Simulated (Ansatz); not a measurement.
Start from InN in the zinc blende structure (space group F-43m, No. 216; a = 4.9999 Å). Axes: x, y, z lie along the cube axes.

All numbers come from r2SCAN, PAW, 500 eV (Ansatz, an electronic-structure program; scalar-relativistic without spin-orbit coupling), earlier PAW set.

Strains are applied to the cell and any free atomic positions relax; under biaxial strain the out-of-plane vector relaxes too.

One change was made to it. Results:

```json
[
 {"quantity": "pressure (mean of the normal stresses, compression positive)", "base": "0.0 GPa", "after": "-2.4 GPa"},
 {"quantity": "energy relative to the base (free energy F)", "base": "0 meV/atom", "after": "+4.6 meV/atom"},
 {"quantity": "volume per atom", "base": "15.62 Å³", "after": "15.90 Å³"}
]
```

Task: Which of these changes matches the shifts?
A. biaxial strain +2.40 %, plane normal [110], relaxed out of plane
B. tensor shear ε_xz = +0.32 %
C. biaxial strain +1.31 %, plane normal [111], relaxed out of plane
D. tensor shear ε_xz = +0.63 %

Result: C, biaxial strain +1.31 %, plane normal [111], relaxed out of plane. For comparison, the energy relative to the base in the other runs: tensor shear ε_xz = +0.32 % gives +0.2 meV/atom; biaxial strain +2.40 %, plane normal [110], relaxed out of plane gives +14 meV/atom; tensor shear ε_xz = +0.63 % gives +0.6 meV/atom.

A biaxial case was relaxed in a doubled cell and then solved in the primitive one. Whether these cells are dynamically stable was not tested. All final runs are without spin polarisation. This is not the structure that InN has at room temperature and ambient pressure.
